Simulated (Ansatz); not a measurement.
Runs of Ansatz 0.2.0 on ZrN. It takes space group Fm-3m (No. 225, cubic). Conventional cell: a = 4.600 Å, b = 4.600 Å, c = 4.600 Å, α = 90.00°, β = 90.00°, γ = 90.00°. Zr (site symmetry m-3m) is surrounded by 6 N at 2.30 Å. N (site symmetry m-3m) has 6 Zr at 2.30 Å as nearest neighbours. 

```csv
task,level,potentials or basis,spin,U,cell,k mesh,cutoff (eV),smearing,hubbard projectors,double counting,atoms under strain,broadening,other keys,mesh quality,gap on the mesh (eV),pressure (GPa)
projected density of states,PBE,Ansatz PAW,"SOC, no magnetisation",-,volume scaled by 0.8,10 × 10 × 10,420,gaussian 0.05 eV,-,-,-,-,scf.mixing.algorithm = anderson; scf.mixing.beta = 0.5; …,not flagged,none,87.5
elastic constants,PBEsol+D4+U,JTH PAW,off,Zr d U = 3.5 eV,as given,6 × 6 × 6,1320,methfessel-paxton 0.1 eV,ortho-atomic,fll,clamped,-,-,coarse,none,-6.7
single point,PBE,Ansatz PAW,off,-,"atoms moved at random, drawn with an rms of 0.05 Å",10 × 10 × 10,420,fermi-dirac 0.05 eV,-,-,-,-,-,not flagged,none,-0.7
optical spectrum,rPW86-PBE,Ansatz PAW,"non-collinear, ferromagnetic start",-,as given,10 × 10 × 10,420,fermi-dirac 0.05 eV,-,-,-,0.2 eV,-,not flagged,none,-
projected density of states,HF+D4,Ansatz PAW,"SOC, no magnetisation",-,as given,6 × 6 × 6,420,methfessel-paxton 0.05 eV,-,-,-,-,-,coarse,none,(a)
electrostatic potential,PBE+U,Ansatz PAW,off,Zr d U = 4.5 eV,as given,10 × 10 × 10,420,tetrahedron,ortho-atomic (the default),fll,-,-,-,not flagged,none,4.7
```

Q: Fill in the values left out.

A: (a) -8.1.

Caveats: some runs use coarse meshes; U without spin polarisation on a metal has little footing (some runs); pairwise dispersion overbinds metals, which lowers pressure and volume (some runs); the PAW data sets come from PBE, with cores solved anew for the run's functional, which leaves a small shift of forces and pressure (some runs); the cell is more than 3 GPa from zero pressure, which shifts response properties (some runs); elastic constants of metals need much finer meshes, so these are rough (some runs); spectra need much finer meshes, so this one isn't converged (some runs); independent-particle spectra lack excitons (some runs).

A k mesh can miss the band edges, and rows without SOC leave out spin-orbit coupling on Zr.

A gap of «none» marks a metal or a gap under the smearing width.
